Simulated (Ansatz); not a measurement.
**SnTe (Fmmm) at 2 levels of theory**

One geometry, relaxed with PBE; plane waves with PAW potentials in Ansatz, scalar-relativistic. No spin polarisation. Gaps are the least over mesh and band path; pressure is positive in compression.

```
CELL_PARAMETERS angstrom
0.00000 4.25055 4.93133
3.18653 0.00000 4.93133
3.18653 4.25055 0.00000
ATOMIC_POSITIONS crystal
Sn 0.73901 0.26099 0.73901
Sn 0.26099 0.73901 0.26099
Te 0.72333 0.72333 0.27667
Te 0.27667 0.27667 0.72333
```

| level | cutoff (eV) | k mesh | gap (eV) | pressure (GPa) |
| --- | --- | --- | --- | --- |
| PBE | 420 | 8×8×8 | 0 | 0.0 |

**Question.** What comes out on the same cell with PBEsol?

**Answer.**
```csv
level,cutoff (eV),k mesh,gap (eV),pressure (GPa)
PBEsol,420,8×8×8,0,-2.3
```

Spin-orbit coupling matters for the bands of heavy elements and is left out. The smearing is narrow for a metal on this mesh.

The cell was found from a structure generator's guess, not taken from experiment.
